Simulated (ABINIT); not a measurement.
The system is HfO2.

```xyz
3
Lattice="0.0000 2.5575 2.5575 2.5575 0.0000 2.5575 2.5575 2.5575 0.0000" Properties=species:S:1:pos:R:3 pbc="T T T"
Hf    0.0000    0.0000    0.0000
O     3.8363    3.8363    3.8363
O     1.2788    1.2788    1.2788
```

Measurements of this composition are mostly on another form, of space group No. 14.

Base run:

```yaml
Program: ABINIT 10.8.3 (patched build)
Functional: LDA
Potentials_or_basis: JTH PAW LDA v2.0
Cutoff: 517 eV
k_mesh: 7 × 7 × 7
Occupations: fermi-dirac, width 0.05 eV
Spin: no spin polarisation
```

Its results: band gap on the k mesh 3.71 eV, indirect (least direct gap 3.88 eV); pressure -20.3 GPa.

Q: The run is repeated on the same cell with these changes: functional from LDA to PBE; potentials or basis from JTH PAW LDA v2.0 to SG15 NC PBE v1.2; cutoff from 517 eV to 1088 eV; valence electrons from 24 to 38. What comes out?

A: Band gap on the k mesh 3.85 eV, indirect (least direct gap 4.03 eV); pressure -3.6 GPa.

Caveats: spin-orbit coupling is left out, which moves the levels of the heavy elements; an odd mesh through Γ misses points on the zone boundary, where band edges often lie; so large a pressure means that the cell lies far from this level's equilibrium, or that cutoff or potentials fall short (some runs).

Not every run made on this cell is shown here.
